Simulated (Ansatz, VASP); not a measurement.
# CdS in VASP and in Ansatz

```
Cd S
1.0
     0.00000    2.75324    2.75324
     2.75324    0.00000    2.75324
     2.75324    2.75324    0.00000
Cd S
1 1
Direct
  0.00000 0.00000 0.00000
  0.50000 0.50000 0.50000
```

Measurements of this composition are mostly on another form, of space group No. 186.

Alike in both runs: task relaxation of cell and atoms; functional r2SCAN; dispersion rVV10; k mesh 8 × 8 × 8; occupations gaussian, width 0.02 eV; no spin polarisation.

|  | VASP | Ansatz |
| --- | --- | --- |
| version | VASP 6.6.1 | Ansatz 0.2.0 |
| potentials or method | VASP PAW PBE potentials, release 64 (Cd, S) | scalar-relativistic, plane waves, PAW |
| plane-wave cutoff (eV) | 600 | 500 |
| valence electrons in the cell | 18 | 26 |

Ansatz gave:

- gap on the k mesh at the Fermi level, each at its own relaxed structure (eV): 0.73
- relaxed volume (Å³/atom): 20.01
- relaxed cell length with the largest relative difference (Å): 3.840
- energy change over the relaxation (meV/atom): -9

Estimate VASP's values.

gap on the k mesh at the Fermi level, each at its own relaxed structure (eV): 0.72; relaxed volume (Å³/atom): 20.13; relaxed cell length with the largest relative difference (Å): 3.847; energy change over the relaxation (meV/atom): -7.

The two sets of potentials don't hold the same shells in valence.

Caveats: the PAW data sets were made with another functional, which shifts forces and pressure a little (VASP). A k mesh can miss the band edges. r2SCAN opens gaps a little over a GGA but as a rule still falls short of measured ones.
